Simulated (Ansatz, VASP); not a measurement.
# SiC (honeycomb SiC bilayer, AA') in two plane-wave programs

Aim: how closely do two programs agree when they are given the same cell, functional and k mesh? The cell is taken from a series of runs on this material, whose earlier steps may have relaxed, scaled, displaced or heated it; both programs get it as it stands.

Main program and level: Ansatz 0.2.0; plane waves, with VASP 6.6.1 beside it; single point at PBE with D3(BJ).

## Step 1: Set-up

The cell holds 4 atoms: 2 C and 2 Si. Cell: a = 3.145 Å, b = 3.145 Å, c = 20.334 Å, α = 90.0°, β = 90.0°, γ = 120.0°. Vacuum lies along c.

## Step 2: VASP: single point, PBE with D3(BJ)

With cell and atoms fixed, the geometry can't cause a difference; cores, projectors, grids and the points listed under the comparison can.

Lines of VASP's logs that name or quote its potential files are left out, and so is its time.

Contents of INCAR:

```
SYSTEM = SiC
PREC = Accurate
ENCUT = 520
EDIFF = 1E-06
NELM = 120
ISMEAR = -1
SIGMA = 0.02585
LREAL = .FALSE.
ALGO = Normal
GGA = PE
IVDW = 12
NBANDS = 14
LORBIT = 11
LWAVE = .FALSE.
LCHARG = .FALSE.
ISIF = 2
LDIPOL = .TRUE.
IDIPOL = 3
DIPOL = 0.5 0.5 0.5
LVHAR = .TRUE.
LASPH = .TRUE.
GGA_COMPAT = .FALSE.
EFERMI = MIDGAP
NELMDL = -8
```

Contents of POSCAR:

```
SiC
1.0
    3.1453060785      0.0000000000      0.0000000000
   -1.5726530393      2.7239149667      0.0000000000
    0.0000000000      0.0000000000     20.3340209818
C Si
2 2
Direct
    0.6666666667      0.3333333333      0.4426079824
    0.3333333334      0.6666666666      0.5573920176
    0.3333333334      0.6666666666      0.4503812265
    0.6666666667      0.3333333333      0.5496187735
```

Contents of KPOINTS:

```
Automatic mesh
0
Gamma
18 18 1
0 0 0
```

The projector-augmented-wave data sets are C and Si (PBE family, release 64).

Started as:

```bash
$ mpirun -np 1 vasp_std
```

Numbers of over 12 decimals in the logs are rounded to 6 here.

Log:

```text
[banner, memory and clock lines left out]
running    1 mpi-ranks, on    1 nodes
 distrk:  each k-point on    1 cores,    1 groups
 distr:  one band on    1 cores,    1 groups

 POSCAR found type information on POSCAR C Si
 POSCAR found :  2 types and       4 ions
 LDA part: xc-table for (Slater+PW92), standard interpolation
 POSCAR, INCAR and KPOINTS ok, starting setup
 FFT: planning ... GRIDC
 FFT: planning ... GRID_SOFT
 FFT: planning ... GRID
 WAVECAR not read
 entering main loop
       N       E                     dE             d eps       ncg     rms          rms(c)
DAV:   1     0.104963174351E+03    0.10496E+03   -0.55664E+03  1036   0.840E+02
DAV:   2    -0.181566629786E+02   -0.12312E+03   -0.11161E+03  1660   0.179E+02
DAV:   3    -0.322766539453E+02   -0.14120E+02   -0.13895E+02  1462   0.660E+01
DAV:   4    -0.328298330340E+02   -0.55318E+00   -0.55201E+00  1390   0.164E+01
DAV:   5    -0.328492196722E+02   -0.19387E-01   -0.19372E-01  1458   0.298E+00
DAV:   6    -0.328501915259E+02   -0.97185E-03   -0.97174E-03  1540   0.692E-01
DAV:   7    -0.328502235847E+02   -0.32059E-04   -0.32052E-04  1592   0.106E-01
DAV:   8    -0.328502247126E+02   -0.11279E-05   -0.11278E-05  1586   0.161E-02    0.130E+01
DAV:   9    -0.285276833832E+02    0.43225E+01   -0.10054E+01  1396   0.191E+01    0.572E+00
DAV:  10    -0.283915880460E+02    0.13610E+00   -0.18425E+00  1480   0.748E+00    0.242E+00
DAV:  11    -0.283432504443E+02    0.48338E-01   -0.11135E-01  1504   0.209E+00    0.843E-01
DAV:  12    -0.283243250393E+02    0.18925E-01   -0.21887E-02  1496   0.100E+00    0.176E-01
DAV:  13    -0.283219623030E+02    0.23627E-02   -0.41794E-03  1514   0.375E-01    0.129E-01
DAV:  14    -0.283194640261E+02    0.24983E-02   -0.25961E-03  1462   0.274E-01    0.630E-02
[...]
DAV:  18    -0.283219296490E+02   -0.38807E-03   -0.24695E-05  1336   0.266E-02    0.919E-03
DAV:  19    -0.283220855769E+02   -0.15593E-03   -0.12406E-05  1264   0.168E-02    0.269E-03
DAV:  20    -0.283221331103E+02   -0.47533E-04   -0.62841E-06  1268   0.864E-03    0.201E-03
DAV:  21    -0.283221605794E+02   -0.27469E-04   -0.22469E-06  1234   0.489E-03    0.972E-04
DAV:  22    -0.283221824499E+02   -0.21871E-04   -0.16936E-06  1202   0.380E-03    0.122E-03
DAV:  23    -0.283221895505E+02   -0.71006E-05   -0.12070E-07  1100   0.150E-03    0.660E-04
DAV:  24    -0.283221922166E+02   -0.26661E-05   -0.10776E-07   980   0.130E-03    0.280E-04
DAV:  25    -0.283221926861E+02   -0.46949E-06   -0.23700E-08  1040   0.638E-04
   1 F= -.29080364E+02 E0= -.29080364E+02  d E =-.466790E-16
```

OUTCAR, selected parts (step 2):

```text
ion  position               nearest neighbor table
   1  0.667  0.333  0.443-   3 1.82   3 1.82   3 1.82   4 2.18
   2  0.333  0.667  0.557-   4 1.82   4 1.82   4 1.82   3 2.18
   3  0.333  0.667  0.450-   1 1.82   1 1.82   1 1.82   2 2.18   4 2.71   4 2.71   4 2.71
   4  0.667  0.333  0.550-   2 1.82   2 1.82   2 1.82   1 2.18   3 2.71   3 2.71   3 2.71

  LATTYP: Found a hexagonal cell.
 ALAT       =     3.1453060785
 C/A-ratio  =     6.4648782898

 Subroutine GETGRP returns: Found 12 space group operations
 (whereof 12 operations were pure point group operations)

The static configuration has the point symmetry D_3d.

 Found     37 irreducible k-points:

   k-points           NKPTS =     37   k-points in BZ     NKDIM =     37   number of bands    NBANDS=     14

   dimension x,y,z NGX =    24 NGY =   24 NGZ =  160
   dimension x,y,z NGXF=    48 NGYF=   48 NGZF=  320

   ENCUT  =  520.0 eV  38.22 Ry    6.18 a.u.   5.85  5.85 37.81*2*pi/ulx,y,z

   NELECT =      16.0000    total number of electrons

 k-points in reciprocal lattice and weights: Automatic mesh
   0.00000000  0.00000000  0.00000000       0.003
   0.05555556  0.00000000  0.00000000       0.019
   0.11111111  0.00000000  0.00000000       0.019
   0.16666667 -0.00000000  0.00000000       0.019
   0.22222222  0.00000000  0.00000000       0.019
   0.27777778  0.00000000  0.00000000       0.019
   0.33333333 -0.00000000  0.00000000       0.019
   0.38888889 -0.00000000  0.00000000       0.019
   0.44444444  0.00000000  0.00000000       0.019
[...]
0.33333333  0.27777778  0.00000000       0.037
   0.33333333  0.33333333  0.00000000       0.006

 dipolmoment           0.000000      0.000000      0.000000 electrons x Angstroem

 average (electrostatic) potential at core
       1 -55.2528       2 -55.2528       3 -91.2120       4 -91.2120

 E-fermi :  -1.1679

 k-point     1 :       0.0000    0.0000    0.0000
  band No.  band energies     occupation
    ...
      4      -4.4392      2.00000
      5      -4.4392      2.00000
      6      -3.2209      2.00000
      7      -3.2209      2.00000
      8      -3.2196      2.00000
      9       2.1042      0.00000
     10       2.1522      0.00000
     11       3.1783      0.00000
     12       3.3783      0.00000
     13       3.7718      0.00000
    ...

 k-point     2 :       0.0556    0.0000    0.0000
  band No.  band energies     occupation
    ...
      4      -4.8159      2.00000
      5      -4.5216      2.00000
      6      -3.4201      2.00000
      7      -3.2579      2.00000
      8      -3.0527      2.00000
      9       2.2113      0.00000
     10       2.2239      0.00000
     11       3.2530      0.00000
     12       3.4451      0.00000
     13       3.6188      0.00000
    ...

 k-point     3 :       0.1111    0.0000    0.0000
  band No.  band energies     occupation
    ...
      4      -5.6359      2.00000
      5      -4.7399      2.00000
      6      -3.9577      2.00000
      7      -3.3688      2.00000
      8      -2.7901      2.00000
      9       2.3186      0.00000
     10       2.4217      0.00000
     11       3.1124      0.00000
     12       3.6382      0.00000
     13       3.7394      0.00000
    ...

 Edisp (eV)   -0.75817

  Total      -0.03294    -0.03294    -0.00720     0.00000     0.00000     0.00000
  in kB      -0.30298    -0.30298    -0.06620     0.00000     0.00000     0.00000
  external pressure =       -0.22 kB  Pullay stress =        0.00 kB

  energy-cutoff  :      520.00
  volume of cell :      174.21
      direct lattice vectors                 reciprocal lattice vectors
     3.145306078  0.000000000  0.000000000     0.317934082  0.183559328  0.000000000
    -1.572653039  2.723914967  0.000000000     0.000000000  0.367118655  0.000000000
     0.000000000  0.000000000 20.334020982     0.000000000  0.000000000  0.049178665

 POSITION                                       TOTAL-FORCE (eV/Angst)
 -----------------------------------------------------------------------------------
      1.57265      0.90797      9.00000         0.000000     -0.000000     -0.007363
      0.00000      1.81594     11.33402        -0.000000      0.000000      0.007363
      0.00000      1.81594      9.15806         0.000000     -0.000000      0.003905
      1.57265      0.90797     11.17596        -0.000000      0.000000     -0.003905
 -----------------------------------------------------------------------------------
    total drift:                               -0.000000      0.000000      0.000000

  FREE ENERGIE OF THE ION-ELECTRON SYSTEM (eV)
  ---------------------------------------------------
  free  energy   TOTEN  =       -29.0803636140 eV

  energy  without entropy=      -29.0803636140  energy(sigma->0) =      -29.08036361

 vacuum level on the upper side and lower side of the slab         3.260         3.260

 total charge
# of ion       s       p       d       tot
------------------------------------------
    1        0.845   1.699   0.000   2.545
    2        0.845   1.699   0.000   2.545
    3        0.709   0.942   0.000   1.651
    4        0.709   0.942   0.000   1.651
--------------------------------------------------
tot          3.108   5.283   0.000   8.391

[... 3 further parts left out ...]
```

## Step 3: Ansatz: single point, PBE with D3(BJ)

Ansatz runs on its default PAW (the set named soft_2) files.

The same cell, functional, mesh and smearing now go to Ansatz, which takes its cutoff from its data sets.

Contents of input.yaml:

```yaml
crystal:
  lattice:
    - [3.1453060785, 0.0, 0.0]
    - [-1.5726530393, 2.7239149667, 0.0]
    - [0.0, 0.0, 20.3340209818]
  atoms:
    - { symbol: C, position: [0.6666666667, 0.3333333333, 0.4426079824] }
    - { symbol: Si, position: [0.3333333333, 0.6666666667, 0.4503812265] }
    - { symbol: C, position: [0.3333333333, 0.6666666667, 0.5573920176] }
    - { symbol: Si, position: [0.6666666667, 0.3333333333, 0.5496187735] }
kpoints:
  mp_grid: { grid: [18, 18, 1] }
  band_path:
    path: [[0, 0, 0], [0.5, 0, 0], [0.33333333, 0.33333333, 0], [0, 0, 0]]
    npoints: 16
hamiltonian:
  xc: pbe
  dispersion: d3bj
scf:
  occupations: { method: fermi_dirac, width: 0.02585 }
  convergence: { dr2_threshold: 1.0e-10 }
efield:
  axis: 3
  dipole_correction: true
  ramp_position: 0.97
  ramp_width: 0.06
  amplitude: 0
output:
  dos: { projected: true, e_range: [-6, 5] }
  write_potential: true
  write_density: true
  volumetric_format: npy
  elf: true
```

Started as:

```bash
$ ansatz run input.yaml --threads 2 --pin off --max-ram 3072MiB --backend cpu --events-out ev --progress --plain --runs-dir out
```

Log:

```text
Engine: ansatz 0.2.0, x86_64-unknown-linux-gnu
Pseudopotentials: kind: paw
Pseudopotential: C, paw, valence charge 4, recommended cutoff 420 eV (normal), C.paw.azcp
Pseudopotential: Si, paw, valence charge 4, recommended cutoff 420 eV (normal), Si.paw.azcp
Functional definition: PBE
  parameter kappa = 0.804
  parameter beta = 0.066725
  exchange = pbe_x(kappa = kappa, mu = beta*pi^2/3)
  correlation = pbe_c(beta = beta)
Crystal: 4 atoms, lattice volume = 174.213 Å³
Basis set: ecut = 420 eV, 3367 PW (Γ)
Bands: 12, of which v1, the nominal top of the filled ones, is band 8 counted from 1 (7 counted from 0)
Symmetry: 6 space group operations
k-points: 37 of 324 (time reversal used)
Non-local potential: C, projectors of the file, l = 0: 2, l = 1: 2, l = 2: 1
Non-local potential: Si, projectors of the file, l = 0: 2, l = 1: 2, l = 2: 2
PAW form: soft (Blöchl's): semilocal exchange-correlation on the pseudo side does not see the compensation charge
PAW one-centre angular grid: C, 110 points (default); XC on 64 Gauss nodes
PAW one-centre angular grid: Si, 110 points (default); XC on 64 Gauss nodes
Initial density: superposition of atomic densities (neutral atoms: chi_scale 0, normalization atom), corrected by the library's trained network
Initial wavefunctions: pseudopotential atomic-orbital guess
Functional: x = pbe(κ = 0.804, μ = 0.219515), c = pbe(β = 0.066725)
SCF iter   1: F=—  HF=-1773.285942 eV  |F-HF|=—  |Δ(HF+E_count)|=         —  Δρ=2.09e-3  dr2=2.51e-2  ethr=1.77e-3  p=0.000 e·Å  D=2.64e-14 V/Å  ΔV_dip=-0.00 eV  dr2_dipole=1.44e-8  V_vac-E_F(+/−)=4.13/4.13 eV  ⟨swp⟩=9.9  Hψ=4160  notcnv=0
efield: sawtooth ramp at fractional position 0.9700 (set: `efield.ramp_position`, or a place that a band, a saddle search or an elastic batch's reference lends), width 0.0600; the density the first Hamiltonian is built on has a dipole p = 0.000 e·Å; the dipole correction subtracts the counter field D = 2.64e-14 V/Å, which shifts the + side's vacuum level by -0.00 eV against the − side's; the planar-averaged density in the ramp window peaks in size at 1.1e-5 e/Å³
preconditioner: auto → none  [insulator: Δε(μ)=1.852 eV  Ē_g=11.047 eV  σ=0.026 eV  W_gap=1.00  n_scr=10 (ndim 8)  ℏωp=11.3 eV  f_vac=0.679  D(μ)=0.00/eV (n_scr^D=0)  ε∞_Penn≈2.0]
SCF iter   2: F=—  HF=-1773.284481 eV  |F-HF|=—  |Δ(HF+E_count)|=   1.46e-3  Δρ=1.34e-3  dr2=9.46e-3  ethr=1.57e-4  p=0.000 e·Å  D=8.64e-5 V/Å  ΔV_dip=-0.00 eV  dr2_dipole=1.62e-7  V_vac-E_F(+/−)=4.48/4.48 eV  ⟨swp⟩=4.1  Hψ=1404  notcnv=0
SCF iter   3: F=—  HF=-1773.282230 eV  |F-HF|=—  |Δ(HF+E_count)|=   2.25e-3  Δρ=6.50e-4  dr2=3.75e-4  ethr=5.92e-5  p=-0.000 e·Å  D=-7.57e-5 V/Å  ΔV_dip=0.00 eV  dr2_dipole=1.30e-7  V_vac-E_F(+/−)=4.37/4.37 eV  ⟨swp⟩=2.9  Hψ=802  notcnv=0
SCF iter   4: F=—  HF=-1773.282692 eV  |F-HF|=—  |Δ(HF+E_count)|=   4.63e-4  Δρ=1.03e-4  dr2=6.12e-5  ethr=2.34e-6  p=0.001 e·Å  D=6.69e-4 V/Å  ΔV_dip=-0.01 eV  dr2_dipole=9.57e-6  V_vac-E_F(+/−)=4.39/4.40 eV  ⟨swp⟩=2.6  Hψ=959  notcnv=0
SCF iter   5: F=—  HF=-1773.282709 eV  |F-HF|=—  |Δ(HF+E_count)|=   1.70e-5  Δρ=8.92e-5  dr2=1.07e-4  ethr=3.83e-7  p=-0.001 e·Å  D=-1.11e-3 V/Å  ΔV_dip=0.02 eV  dr2_dipole=2.67e-5  V_vac-E_F(+/−)=4.41/4.39 eV  ⟨swp⟩=3.0  Hψ=883  notcnv=0
SCF iter   6: F=—  HF=-1773.282695 eV  |F-HF|=—  |Δ(HF+E_count)|=   1.48e-5  Δρ=3.67e-5  dr2=1.17e-5  ethr=3.83e-7  p=-0.000 e·Å  D=-3.41e-4 V/Å  ΔV_dip=0.01 eV  dr2_dipole=2.62e-6  V_vac-E_F(+/−)=4.41/4.40 eV  ⟨swp⟩=2.0  Hψ=511  notcnv=0
SCF iter   7: F=—  HF=-1773.282696 eV  |F-HF|=—  |Δ(HF+E_count)|=   9.69e-7  Δρ=1.05e-5  dr2=5.56e-7  ethr=7.33e-8  p=-0.000 e·Å  D=-7.83e-5 V/Å  ΔV_dip=0.00 eV  dr2_dipole=1.15e-7  V_vac-E_F(+/−)=4.41/4.40 eV  ⟨swp⟩=2.6  Hψ=583  notcnv=0
SCF iter   8: F=—  HF=-1773.282695 eV  |F-HF|=—  |Δ(HF+E_count)|=   4.72e-7  Δρ=2.26e-6  dr2=2.03e-8  ethr=3.48e-9  p=-0.000 e·Å  D=-1.22e-5 V/Å  ΔV_dip=0.00 eV  dr2_dipole=3.97e-9  V_vac-E_F(+/−)=4.41/4.41 eV  ⟨swp⟩=2.4  Hψ=795  notcnv=0
SCF iter   9: F=—  HF=-1773.282695 eV  |F-HF|=—  |Δ(HF+E_count)|=   6.97e-9  Δρ=9.46e-7  dr2=2.27e-9  ethr=1.27e-10  p=-0.000 e·Å  D=-8.53e-7 V/Å  ΔV_dip=0.00 eV  dr2_dipole=4.36e-11  V_vac-E_F(+/−)=4.41/4.41 eV  ⟨swp⟩=2.5  Hψ=779  notcnv=0
SCF iter  10: F=—  HF=-1773.282695 eV  |F-HF|=—  |Δ(HF+E_count)|=  2.84e-10  Δρ=2.31e-7  dr2=3.91e-10  ethr=1.42e-11  p=0.000 e·Å  D=1.66e-6 V/Å  ΔV_dip=-0.00 eV  dr2_dipole=7.97e-11  V_vac-E_F(+/−)=4.41/4.41 eV  ⟨swp⟩=2.7  Hψ=802  notcnv=0
SCF iter  11: F=-1773.282695 eV  HF=-1773.282695 eV  |F-HF|=3.64e-12  |Δ(HF+E_count)|=  2.59e-11  Δρ=3.56e-8  dr2=1.98e-12  ethr=1.00e-12  p=0.000 e·Å  D=1.15e-8 V/Å  ΔV_dip=-0.00 eV  dr2_dipole=7.86e-14  V_vac-E_F(+/−)=4.41/4.41 eV  ⟨swp⟩=4.5  Hψ=1375  notcnv=0
SCF 1 converged in 11 iterations: F = -1773.282695 eV  dr2 = 1.98e-12
  greatest PAW one-centre occupation: 0.650 electrons in one spin orbital (limit 2), on the C atom at site 2 (counted from 0), in its partial waves of l = 0
NSCF: frozen V_eff on 49 k-points
efield: sawtooth ramp at fractional position 0.9700 (kept from the solve that this one continues, or follows in the run), width 0.0600; the density the first Hamiltonian is built on has a dipole p = 0.000 e·Å; the dipole correction subtracts the counter field D = 1.15e-8 V/Å, which shifts the + side's vacuum level by -0.00 eV against the − side's; the planar-averaged density in the ramp window peaks in size at 1.3e-7 e/Å³
WARN: The output density's exchange-correlation potential varies sharply where the density is thin. Do not read a vacuum level from v_tot or v_xc, or from such a field of the output density. On a cell that repeats whose density bears no net charge and no dipole along the vacuum's axis use v_es (v_loc + v_h of the components); under efield.dipole_correction with no amplitude use v_es + v_field, which holds any externa [...]
SCF converged after 11 iterations
Free energy (F): -1773.282695 eV
Harris-Foulkes:  -1773.282695 eV  (|F-HF|=3.64e-12)
Internal energy: -1773.282695 eV  (E = F + TS)
E sigma→0 (E₀):  -1773.282695 eV
Fermi energy:    -0.819959 eV
Dipole field:    D = -0.000000 V/Å  (p = -0.000000 e·Å, saw-weighted, corrected)
Work function:   Φ+ = 4.4060 eV   Φ− = 4.4059 eV
Levels:          The Fermi level and band energies are counted from a zero that moves with the ramp; work functions are not
--- Per-component energies (eV) ---
  E_band       = -125.290510
  E_kinetic    = 270.155500
  E_local      = -6008.878469  (includes V_loc(G=0)·N_el)
  E_nonlocal   = 103.358729
  E_hartree    = 2872.692771
  E_xc         = -209.847113
  E_vxc        = -217.073320  (∫ρ·V_xc dr)
  E_paw        = -1223.974612  (= ΣΔE_a)
  E_vpaw       = -18.238515  (= ΣTr[D̂ρ^β])
  E_aug_tail   = 0.000027  (compensation charges beyond the density's cutoff)
  E_efield     = 0.000000  (sawtooth field / dipole correction)
  E_vefield    = 0.000000  (∫n·V_field dr)
  E_ewald      = 2423.968696
  E_disp       = -0.758224  (pairwise vdW)
  E_smearing   = -0.000000  (= −TS)
  E_closure    = -0.000000  (closes the sum)
  Σ components = -1773.282695   (vs F -1773.282695, Δ=0.00e0)
--- Band table (eV; the first three rows and the last of 37) ---
  k-point 0: bands = [... 4 lower, -4.1125, -2.8963, -2.8960, -2.8960, 2.4284, 2.4750, 3.4952, 3.6724]
  k-point 1: bands = [... 4 lower, -4.1951, -3.0956, -2.9331, -2.7292, 2.5356, 2.5472, 3.5701, 3.7399]
  k-point 2: bands = [... 4 lower, -4.4139, -3.6339, -3.0445, -2.4668, 2.6441, 2.7458, 3.4351, 3.9352]
  k-point 36: bands = [... 4 lower, -8.8656, -6.5542, -3.2646, -3.2646, 3.2438, 3.3091, 3.3091, 6.2085]
```

## Step 4: Differences

Known differences besides the potentials themselves: the cutoff is 420 eV in Ansatz and 520 eV in VASP. Total energies have different zeros and are not compared.

Both answers:

| quantity | Ansatz | VASP | difference |
| --- | --- | --- | --- |
| gap on the k mesh (eV) | 1.834 | 1.828 | +0.005 |

A gap on the mesh is an upper bound, since the band edges may lie between its points. With vacuum in the cell, a pressure given here is an average over mostly empty space and none of the material.

## Step 5: What came out

* difference in gap on the k mesh (single point, PBE with D3(BJ)): 0.0054 eV

In words: The difference in gap on the k mesh is 0.0054 eV (single point, PBE with D3(BJ)), within the 0.08 eV picked in this series as the mark of a large difference. How closely two codes agree says nothing of how well the functional describes the real material.

[Lines on the potential files, build, host, timing and source positions are cut from VASP's logs without a mark.]

[Logs are printed without paths, hosts, clocks, repeated set-up lines and the standing remarks that a program may print on its own settings, such as how far it seeks lower states.]

[Hosts, paths, dates, database ids (printed as entryN), source tags and the programs' standing remarks are cut or masked in the printed files.]
